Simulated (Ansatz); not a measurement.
**ZnS: opening a crack plane**

ZnS, P6_3mc, a = 3.847 Å, c = 12.590 Å. The compound has several low-lying forms, and this is one of them. Ansatz: PBE, PAW, 420 eV, Γ-centred 8×8×2 mesh on 8 atoms, Gaussian smearing 0.05 eV; no spin polarisation. One cut on (001) per cell of 8 atoms is opened rigidly by x, between planes of Zn and S that stand 2.36 Å apart; y is the energy per area (12.815 Å², 1 eV/Å² = 16.02 J/m²).

```tsv
x (Å)	y (J/m²)
0.00	0.000
0.25	0.165
0.50	?
0.75	0.837
1.00	1.160
1.50	1.673
2.00	2.003
3.00	2.295
4.50	2.427
6.00	2.483
```

Q: Fit the universal binding curve y = W[1 − (1 + x/l) e^(−x/l)] to the other rows, give the peak stress, and predict the missing value.

A: Least squares gives W = 2.45 J/m² and l = 0.631 Å. The stress dy/dx peaks at x = l with W/(e l) = 14.3 GPa, for rigid faces. The last row already stands above W and still climbs, so W understates the work of separation; the faces are unlike and the gap shrinks from 2.0 to 0.0 eV, as in the field across a polar cut, whose slow tail the form lacks. At x = 0.50: x/l = 0.792, y = 0.462 J/m². The run gave 0.488 J/m², so the fit is 0.026 J/m² too low, within twice the rms miss on the fitted rows (0.021 J/m²).